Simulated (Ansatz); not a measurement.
## Relaxing TiAl

The calculation used DFT PBE, scalar-relativistic, plane waves, PAW in Ansatz. Cutoff 420 eV, Γ-centred k mesh, Gaussian smearing, no spin polarisation in the final step.

The start puts TiAl on the wurtzite structure type (P6_3mc, No. 186), with Ti in place of Zn, Al in place of O, at a guessed volume.

```yaml
crystal:
  lattice:
    - [3.65021, 0.00000, 0.00000]
    - [-1.82510, 3.16117, 0.00000]
    - [0.00000, 0.00000, 5.84568]
  atoms:
    - { symbol: Ti, position: [0.33333, 0.66667, 0.00000] }
    - { symbol: Ti, position: [0.66667, 0.33333, 0.50000] }
    - { symbol: Al, position: [0.33333, 0.66667, 0.38210] }
    - { symbol: Al, position: [0.66667, 0.33333, 0.88210] }
```

Steps on the 6×6×4 mesh (4 atoms). 11 of 12 steps are shown, and the free energy counts from the last. Trial steps that were taken back and renewals of the plane-wave basis can be among the rows.

```csv
step,ΔF (meV/atom),V (Å³/atom),P (GPa),largest force component (eV/Å)
1,1493.2,16.86,40.28,0.583
2,1033.0,19.08,23.67,0.553
3,744.6,21.11,12.95,0.551
4,525.5,22.69,5.43,0.659
5,290.2,23.49,-0.35,0.803
6,132.7,23.28,-2.13,0.497
7,86.2,22.34,0.50,0.007
9,18.8,22.51,3.43,0.002
10,2.6,23.38,1.25,0.060
11,0.3,23.93,-0.02,0.003
12,0.0,23.93,-0.03,0.003
```

A final relaxation ran on a 12×12×10 mesh. The relaxed crystal, P6_3/mmc (No. 194):

```
Ti Al
1.0
     4.62218    0.00000    0.00000
    -2.31109    4.00293    0.00000
     0.00000    0.00000    5.16875
Ti Al
2 2
Direct
  0.33333 0.66667 0.75000
  0.66667 0.33333 0.25000
  0.33333 0.66667 0.25000
  0.66667 0.33333 0.75000
```

| Item | Value |
| --- | --- |
| Volume per atom | 23.91 Å³ |
| Density | 2.60 g/cm³ |
| Energy over the elements | 0.80 eV/atom |
| Gap on the 12×12×10 mesh | 0 eV (a metal) |

Formation energies are uncorrected and refer to the elements' standard structures at the same level.

The final run used a 12×12×10 mesh on its 4-atom cell and 0.10 eV smearing. The k mesh leaves about 4 meV/atom of noise in metals.

A structure relaxed within its symmetry needn't be a true minimum.

Cost: 3 runs of about 0.66 core-minutes in all, on Intel Xeon 6975P-C (Granite Rapids) (shared hosts).